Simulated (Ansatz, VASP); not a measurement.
Pb in VASP and in Ansatz

File INCAR:

```
SYSTEM = Pb
PREC = Accurate
ENCUT = 520
EDIFF = 1E-6
ISMEAR = -1
SIGMA = 0.1
LREAL = .FALSE.
LASPH = .TRUE.
NELM = 80
ALGO = Fast
ISIF = 2
LWAVE = .FALSE.
LCHARG = .FALSE.
GGA = RP
NBANDS = 13
```

The input KPOINTS:

```
Automatic mesh
0
G
  12 12 12
  0 0 0
```

The input POSCAR:

```
Pb
1.0
   -1.9974243551      1.9974243551      1.9974243551
    1.9974243551     -1.9974243551      1.9974243551
    1.9974243551      1.9974243551     -1.9974243551
Pb
1
Direct
    0.0000000000      0.0000000000      0.0000000000
```

Input for Ansatz:

```yaml
crystal:
  lattice:
    - [-1.9974243551, 1.9974243551, 1.9974243551]
    - [1.9974243551, -1.9974243551, 1.9974243551]
    - [1.9974243551, 1.9974243551, -1.9974243551]
  atoms:
    - { symbol: Pb, position: [0.0, 0.0, 0.0] }
hamiltonian:
  xc: rpbe
  pseudopotentials:
    kind: paw
    azcp:
      Pb: "pseudopotentials/Pb.paw.azcp"
basis:
  ecutwfc: 420
  fft_grid_basis: typed
kpoints:
  mp_grid: { grid: [12, 12, 12], shift: [0, 0, 0] }
magnetization:
  spin_polarized: false
scf:
  occupations: { method: fermi_dirac, width: 0.1 }
  lower_state_search: "off"
output:
  stress: true
```

Alike in both runs: task single point; functional RPBE; k mesh 12 × 12 × 12; occupations fermi-dirac, width 0.1 eV; no spin polarisation.

```csv
,VASP,Ansatz
version,VASP 6.6.1,Ansatz 0.2.0
potentials or method,"VASP PAW PBE potentials, release 64 (Pb_d)","plane waves (420 eV) with PAW, scalar-relativistic"
plane-wave cutoff (eV),520,420
valence electrons in the cell,14,14
```

|  | VASP | Ansatz | Ansatz less VASP |
| --- | --- | --- | --- |
| pressure (GPa) | 1.7 | 1.7 | -0.01 |

Caveats: the PAW data sets were made with another functional, which shifts forces and pressure a little (VASP). The runs have no spin-orbit coupling, so splittings on Pb are missing.
